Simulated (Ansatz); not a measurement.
## SiO₂: 17O NMR of the central transition

Cell: a Materials Project structure (computed, not necessarily an observed phase), taken as it stands.

Space group I-42d (No. 122); a = 4.9546, c = 7.3113 Å.

```csv
site,Wyckoff,site symmetry,x,y,z
Si,4a,-4..,0.0000,0.0000,0.0000
O,8d,.2.,0.0968,0.2500,0.1250
```

One atom of each set is listed; the run and its k-mesh use a cell of 6 atoms with edges of 5.06, 5.06, 5.06 Å.

Method: Kohn–Sham DFT in Ansatz, PBE, plane waves and PAW (field gradients read without the response of the frozen cores, which leaves them typically 4 to 6 % off), scalar-relativistic, 420 eV cutoff, Γ-centred 5×5×5 k-points, Fermi–Dirac smearing 0.02 eV.

17O has I = 5/2 and Q = -25.58 mb (Pyykkö 2018); at 28.2 T its Larmor frequency is ν₀ = 162.8 MHz. Only the quadrupole interaction is simulated: positions count from each site's isotropic chemical shift, and J coupling is left out, as are shift anisotropy and dipolar coupling, which fast spinning averages.

Simulated pattern of one O site (fast magic-angle spinning, Gaussian broadening 0.07 kHz):

offset (kHz), height and a bar:
```
   -3.379          0 
   -3.295          0 
   -3.212          4 #
   -3.129          6 ##
   -3.045          6 ##
   -2.962          6 ##
   -2.879          7 ##
   -2.795          7 ##
   -2.712          7 ##
   -2.629          7 ##
   -2.545          7 ##
   -2.462          7 ##
   -2.378          8 ##
   -2.295          8 ##
   -2.212         13 ####
   -2.128         39 ############
   -2.045         51 ###############
   -1.962         69 #####################
   -1.878         86 ##########################
   -1.795         64 ###################
   -1.712         55 ################
   -1.628         51 ###############
   -1.545         48 ##############
   -1.462         47 ##############
   -1.378         46 ##############
   -1.295         46 ##############
   -1.212         47 ##############
   -1.128         48 ##############
   -1.045         49 ###############
   -0.962         52 ################
   -0.878         56 #################
   -0.795         63 ###################
   -0.711         77 #######################
   -0.628        100 ##############################
   -0.545         79 ########################
   -0.461         65 ###################
   -0.378         55 ################
   -0.295         16 #####
   -0.211          0 
   -0.128          0
```

Problem. Which |C_Q| and η does the pattern imply?

Solution. The pattern spans 2.91 kHz before broadening and its centre of gravity is at -1.30 kHz, which fixes P_Q; the places of the horns and steps fix η. That gives P_Q = 5.93 MHz, |C_Q| = 5.90 MHz and η = 0.17. The sign of C_Q can't be read from the pattern.

At O V_zz runs parallel to the line that joins its two neighbours (within 1°).

The largest force is 0.3 eV/Å, so the atoms aren't at the calculated equilibrium and relaxing them would move these values.
